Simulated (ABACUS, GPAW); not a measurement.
**Equation of state of CdS under PBEsol**

The structure is cubic, space group F-43m (No. 216). Conventional cell: a = 5.833 Å, b = 5.833 Å, c = 5.833 Å, α = 90.00°, β = 90.00°, γ = 90.00°. Cd (site symmetry -43m) is surrounded by 4 S at 2.53 Å. S (site symmetry -43m) has 4 Cd at 2.53 Å as nearest neighbours.

The cell was scaled at fixed shape and fractions and run with GPAW, PAW data sets generated for this functional, cutoff 600 eV; PBEsol, k mesh 6 × 6 × 6 on the cell of 2 atoms, fermi-dirac occupations of 0.05 eV, no spin polarisation, no spin-orbit coupling. Energies are those that the program minimises, any entropy of the smearing included.

```tsv
V (Å³/atom)	energy over the lowest row (meV/atom)
23.3192	14.917
23.8154	5.447
24.3115	?
24.8077	0.000
25.3038	3.115
25.8000	9.540
26.2961	18.939
```

Fit the third-order Birch-Murnaghan form, give V0, B0 and B′, and predict the energy left open.

With y = (V0/V)^(2/3), E = E0 + (9 V0 B0/16) [(y - 1)³ B′ + (y - 1)² (6 - 4y)]. Least squares through the rows shown give V0 = 24.6371 Å³/atom, E0 = -0.216 meV, B0 = 62.07 GPa (1 eV/Å³ = 160.218 GPa) and B′ = 4.61, with a largest miss of 0.010 meV. At V = 24.3115 the form with these constants gives 0.639 meV; the run gave 0.637 meV an atom. Other set-ups at this level, from all their volumes (Å³/atom, GPa): ABACUS, SG15 ONCV 1.2 PBE, plane waves (made for PBE): V0 24.754, B0 61.27. Measured volume: 24.71 Å³/atom at 300 K (a printed reference work), so the fit lies -0.3 % from it. The runs are for a static lattice.
